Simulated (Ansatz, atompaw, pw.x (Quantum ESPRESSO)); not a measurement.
**Equation-of-state test of one PAW (atompaw) potential (chromium (Cr))**

atompaw 4.2.0.5 input, output lines left out:

```
Cr 24
GGA-PBESOL scalarrelativistic loggrid 1500 logderivrange -2 5 176
4 4 3 0 0 0
4 0 1
4 1 0
3 2 5
0 0 0
c
c
c
v
c
c
v
v
2
2.80 2.50 2.75 1.45
y
2.3
n
y
0.3
n
y
2.95
n
custom rrkj gramschmidtortho sinc
3 0.5 troulliermartins
2.45
2.80
2.80
2.80
1.40
1.40
```

Atomic tests: cutoffs needed: 50 Ry and 90 Ry (the cutoffs (Ry, on a coarse ladder) from which the occupation-weighted sum of valence levels, in a spherical-Bessel basis at the reference potential, stays within 10 and 1 mRy of its value at 400 Ry); ghost test: no extra level below or beside the all-electron valence levels (s, p, d, f tested) (spherical-Bessel basis up to 400 Ry, 20 bohr box); lowest eigenvalue of the overlap operator: 0.56 (d channel).

Crystal test: fcc Cr in pw.x 7.5, no spin, 16³ k-points, Fermi–Dirac smearing 0.01 Ry, cutoffs 110/900 Ry. The lattice is a test structure that the element need not adopt, and mesh and smearing are coarse. Spin polarisation and strong correlation are left out, which matters for this element.

pw.x input:

```
&control
  calculation='scf', prefix='x', pseudo_dir='./', outdir='./tmp', tstress=.true., disk_io='low'
/
&system
  ibrav=0, nat=1, ntyp=1, ecutwfc=110, ecutrho=900, nbnd=10,
  occupations='smearing', smearing='fd', degauss=0.01
/
&electrons
  conv_thr=1e-09, mixing_beta=0.4, electron_maxstep=70
/
ATOMIC_SPECIES
Cr 1.0 Cr.UPF
CELL_PARAMETERS angstrom
  0.00000000 1.79256190 1.79256190
  1.79256190 0.00000000 1.79256190
  1.79256190 1.79256190 0.00000000
ATOMIC_POSITIONS crystal
Cr 0.0000 0.0000 0.0000
K_POINTS automatic
16 16 16 0 0 0
```

```bash
pw.x < Cr.scf.in > Cr.scf.out
```

Task: How does the run end?

Result: It converges; the pressure is -7.24 GPa against -0.63 GPa from all-electron LAPW. The largest radius (2.80 bohr) exceeds half the bond length (2.40 bohr), so the spheres overlap, which is one possible source of error among others. This is a poor potential for the solid. The log shows:

```
     using ibrav=0 with symmetry is DISCOURAGED, use correct ibrav instead
     lattice parameter (alat)  =       4.7906  a.u.
     unit-cell volume          =      77.7408 (a.u.)^3
     number of electrons       =         6.00
     number of Kohn-Sham states=           10
     kinetic-energy cutoff     =     110.0000  Ry
     charge density cutoff     =     900.0000  Ry
     scf convergence threshold =      1.0E-09
     Exchange-correlation= SLA PW PSX PSC
     number of k points=   145  Fermi-Dirac smearing, width (Ry)=  0.0100
     iteration #  1     ecut=   110.00 Ry     beta= 0.40
     total energy              =    -107.64614841 Ry
     estimated scf accuracy    <       0.31863666 Ry
     iteration #  2     ecut=   110.00 Ry     beta= 0.40
     total energy              =    -107.70748185 Ry
     estimated scf accuracy    <       0.00158137 Ry
     iteration #  3     ecut=   110.00 Ry     beta= 0.40
     total energy              =    -107.70832060 Ry
     estimated scf accuracy    <       0.00110308 Ry
     iteration #  4     ecut=   110.00 Ry     beta= 0.40
     total energy              =    -107.70833551 Ry
     estimated scf accuracy    <       0.00019652 Ry
     [... 2 iterations left out ...]
     iteration #  7     ecut=   110.00 Ry     beta= 0.40
     total energy              =    -107.70838201 Ry
     estimated scf accuracy    <       0.00000033 Ry
     iteration #  8     ecut=   110.00 Ry     beta= 0.40
     total energy              =    -107.70838206 Ry
     estimated scf accuracy    <       0.00000002 Ry
     iteration #  9     ecut=   110.00 Ry     beta= 0.40
     total energy              =    -107.70838206 Ry
     estimated scf accuracy    <          1.1E-09 Ry
     iteration # 10     ecut=   110.00 Ry     beta= 0.40
     the Fermi energy is    13.8139 ev
!    total energy              =    -107.70838206 Ry
     estimated scf accuracy    <          9.8E-11 Ry
     smearing contrib. (-TS)   =      -0.00745771 Ry
     convergence has been achieved in  10 iterations
          total   stress  (Ry/bohr**3)                   (kbar)     P=      -72.44
```
